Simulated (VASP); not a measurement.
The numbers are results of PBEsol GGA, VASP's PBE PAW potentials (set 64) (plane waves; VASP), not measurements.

A VASP calculation is set up with these files.

### POSCAR
```
LaAlO3
1
    3.6943586963     0.0000000000     0.0000000000
    0.0000000000     3.6943586963     0.0000000000
    0.0000000000     0.0000000000     3.6943586963
La Al O
1 1 3
Direct
  0.0000000000   0.0000000000   0.0000000000
  0.5000000000   0.5000000000   0.5000000000
  0.5000000000   0.0000000000   0.5000000000
  0.0000000000   0.5000000000   0.5000000000
  0.5000000000   0.5000000000   0.0000000000
```

KPOINTS:
```
Automatic mesh
0
Gamma
6 6 6
0 0 0
```

INCAR:
```
ISMEAR  =  0
EDIFF  =  1E-7
LWAVE  =  F
LMAXMIX  =  6   ! l cut-off of mixed one-centre charges
GGA  =  PS   ! PBEsol
LASPH  =  T   ! aspherical one-centre terms
LREAL  =  F   ! projection in real space or not
SIGMA  =  0.05
LCHARG  =  F
ISIF  =  2
ALGO  =  Normal   ! blocked Davidson
SYSTEM  =  LaAlO3
NELM  =  100
ENCUT  =  520   ! plane-wave cut-off (eV)
PREC  =  Accurate
```

POTCAR, in this order: La Al O (PBE.64 set). Program: vasp_std.

The run wrote:

File OUTCAR:
```
 ion  position               nearest neighbor table
   1  0.000  0.000  0.000-   3 2.61   4 2.61   5 2.61   3 2.61   4 2.61   4 2.61   5 2.61   4 2.61
                             3 2.61   5 2.61   3 2.61   5 2.61   2 3.20   2 3.20   2 3.20   2 3.20
   2  0.500  0.500  0.500-   3 1.85   4 1.85   5 1.85   5 1.85   3 1.85   4 1.85   1 3.20   1 3.20
                             1 3.20   1 3.20   1 3.20   1 3.20   1 3.20   1 3.20
   3  0.500  0.000  0.500-   2 1.85   2 1.85   1 2.61   1 2.61   1 2.61   1 2.61
   4  0.000  0.500  0.500-   2 1.85   2 1.85   1 2.61   1 2.61   1 2.61   1 2.61
   5  0.500  0.500  0.000-   2 1.85   2 1.85   1 2.61   1 2.61   1 2.61   1 2.61
  LATTYP: Found a simple cubic cell.
 ALAT       =     3.6943586963
 Subroutine PRICEL returns:
 Original cell was already a primitive cell.
 Subroutine GETGRP returns: Found 48 space group operations
The static configuration has the point symmetry O_h .
The dynamic configuration has the point symmetry O_h .
 Subroutine INISYM returns: Found 48 space group operations
 Subroutine IBZKPT returns following result:
 Found     20 irreducible k-points:

 Following reciprocal coordinates:
            Coordinates               Weight
  0.000000  0.000000  0.000000      1.000000
  0.166667  0.000000  0.000000      6.000000
  0.333333  0.000000  0.000000      6.000000
  0.500000  0.000000  0.000000      3.000000
...
```

File OSZICAR:
```
       N       E                     dE             d eps       ncg     rms          rms(c)
DAV:   1     0.317541320024E+03    0.31754E+03   -0.14060E+04   884   0.249E+03
DAV:   2     0.408357459513E+02   -0.27671E+03   -0.25141E+03   972   0.380E+02
DAV:   3    -0.396958816844E+02   -0.80532E+02   -0.78433E+02  1220   0.204E+02
DAV:   4    -0.454571798031E+02   -0.57613E+01   -0.57345E+01  1268   0.545E+01
DAV:   5    -0.458406806745E+02   -0.38350E+00   -0.38318E+00  1244   0.130E+01    0.123E+01
DAV:   6    -0.419508537438E+02    0.38898E+01   -0.24522E+01  1204   0.330E+01    0.506E+00
DAV:   7    -0.419710036192E+02   -0.20150E-01   -0.10355E+00  1376   0.849E+00    0.264E+00
DAV:   8    -0.419478037711E+02    0.23200E-01   -0.10561E-01  1228   0.361E+00    0.509E-01
DAV:   9    -0.419456205441E+02    0.21832E-02   -0.20807E-02  1424   0.117E+00    0.200E-01
DAV:  10    -0.419461393789E+02   -0.51883E-03   -0.24018E-03  1112   0.429E-01    0.438E-02
DAV:  11    -0.419461814056E+02   -0.42027E-04   -0.29034E-04  1504   0.171E-01    0.291E-02
DAV:  12    -0.419462159312E+02   -0.34526E-04   -0.12163E-04  1248   0.810E-02    0.172E-02
DAV:  13    -0.419462209505E+02   -0.50194E-05   -0.51535E-05  1448   0.533E-02    0.560E-03
DAV:  14    -0.419462217472E+02   -0.79667E-06   -0.70354E-06  1248   0.176E-02    0.269E-03
DAV:  15    -0.419462217048E+02    0.42421E-07   -0.23177E-06  1392   0.115E-02    0.528E-04
DAV:  16    -0.419462217694E+02   -0.64654E-07   -0.12360E-07   844   0.347E-03
   1 F= -.41946222E+02 E0= -.41946222E+02  d E =-.225588E-13
```

OUTCAR:
```
------------------------ aborting loop because EDIFF is reached ----------------------------------------
  FORCE on cell =-STRESS in cart. coord.  units (eV):
  Direction    XX          YY          ZZ          XY          YZ          ZX
  --------------------------------------------------------------------------------------
  Total        4.6291745      4.6291745      4.6291745     -0.0000000      0.0000000     -0.0000000
  in kB      147.0946774    147.0946774    147.0946774     -0.0000000      0.0000000     -0.0000000
  external PRESSURE =     147.0946774 kB  Pullay stress =       0.0000000 kB
  volume of cell :       50.42
      direct lattice vectors                 reciprocal lattice vectors
     3.694358696  0.000000000  0.000000000     0.270682974  0.000000000  0.000000000
     0.000000000  3.694358696  0.000000000     0.000000000  0.270682974  0.000000000
     0.000000000  0.000000000  3.694358696     0.000000000  0.000000000  0.270682974
 POSITION                                       TOTAL-FORCE (eV/Angst)
 -----------------------------------------------------------------------------------
      0.00000      0.00000      0.00000         0.000000      0.000000      0.000000
      1.84718      1.84718      1.84718         0.000000      0.000000      0.000000
      1.84718      0.00000      1.84718         0.000000      0.000000      0.000000
      0.00000      1.84718      1.84718         0.000000      0.000000      0.000000
      1.84718      1.84718      0.00000         0.000000      0.000000      0.000000
 -----------------------------------------------------------------------------------
    total drift:                                0.000000      0.000000      0.000000
  FREE ENERGIE OF THE ION-ELECTRON SYSTEM (eV)
  ---------------------------------------------------
  free  energy   TOTEN  =       -41.9462217694 eV

  energy  without entropy=      -41.9462217694  energy(sigma->0) =      -41.94622177
```
(Selected blocks of OUTCAR.)

OUTCAR:
```
 val. band max:        8.7980075202   @ k =   0.5000   0.5000   0.5000

 cond. band min:      12.3316306425   @ k =   0.0000   0.0000   0.0000


 Fermi energy:         9.0438117835

 k-point     1 :       0.0000    0.0000    0.0000
  band No.  band energies     occupation
      1     -21.2852      2.00000
      2      -9.5849      2.00000
      3      -7.3241      2.00000
      4      -7.3241      2.00000
      5      -4.9082      2.00000
      6      -4.9082      2.00000
      7      -4.9082      2.00000
      8       4.2064      2.00000
      9       4.2064      2.00000
     10       4.2064      2.00000
     11       7.1785      2.00000
     12       7.1785      2.00000
     13       7.1785      2.00000
     14       8.7787      2.00000
     15       8.7787      2.00000
     16       8.7787      2.00000
     17      12.3316      0.00000
     18      12.3316      0.00000
     19      13.9893      0.00000
     20      14.2931      0.00000

 k-point     2 :       0.1667    0.0000    0.0000
  band No.  band energies     occupation
      1     -21.2495      2.00000
      2      -9.6967      2.00000
      3      -7.6706      2.00000
      4      -7.3025      2.00000
      5      -4.8452      2.00000
      6      -4.8452      2.00000
      7      -4.4390      2.00000
      8       4.1141      2.00000
      9       4.1141      2.00000
     10       4.2101      2.00000
     11       6.7531      2.00000
     12       6.9898      2.00000
     13       6.9898      2.00000
     14       8.2093      2.00000
     15       8.5605      2.00000
     16       8.5605      2.00000
     17      12.7857      0.00000
     18      12.9523      0.00000
     19      13.9062      0.00000
     20      14.1907      0.00000

 k-point     3 :       0.3333    0.0000    0.0000
  band No.  band energies     occupation
      1     -21.1764      2.00000
      2      -9.9990      2.00000
      3      -8.0085      2.00000
      4      -7.2585      2.00000
      5      -4.7132      2.00000
...
```

The compound is LaAlO3 in the cubic perovskite structure, the ideal cubic form; the compound distorts at low or room temperature. This cell is one point of a volume scan, at 0.94 of the reference volume.
